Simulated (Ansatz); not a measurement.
Rows from a G0W0 calculation on CdS (Greenockite) (Ansatz 0.2.0; G0W0 on r2SCAN, plane waves, PAW; 6×6×2 mesh, 297 empty bands, screening to 120 eV), in eV. Spin-orbit coupling is left out.

| row | k | band | start | Σx | Σc at the solution | Vxc |
| --- | --- | --- | --- | --- | --- | --- |
| A | Γ | v1 | 6.598 | -20.878 | 2.091 | -18.306 |
| B | Γ | c2 | 9.869 | -7.995 | -3.871 | -12.149 |
| C | Γ | c1 | 8.280 | -8.325 | -3.573 | -12.020 |

Question: Work out each quasiparticle level and how far it moved.

The quasiparticle equation reads E = start + Σx + Σc(E) − Vxc.

| row | E (eV) | shift (eV) |
| --- | --- | --- |
| A | 6.117 | −0.481 |
| B | 10.152 | +0.283 |
| C | 8.402 | +0.122 |

Limits: not at the basis limit; no spin-orbit coupling; coarse k mesh.

[Runs of the session that timed out or met a known fault of the program may be left out.]

[Cells called generated may have been cut or substituted from an entry of the Crystallography Open Database or the Materials Project.]

[Hosts, paths, dates, database ids (printed as entryN), source tags and the programs' standing remarks are cut or masked in the printed files.]
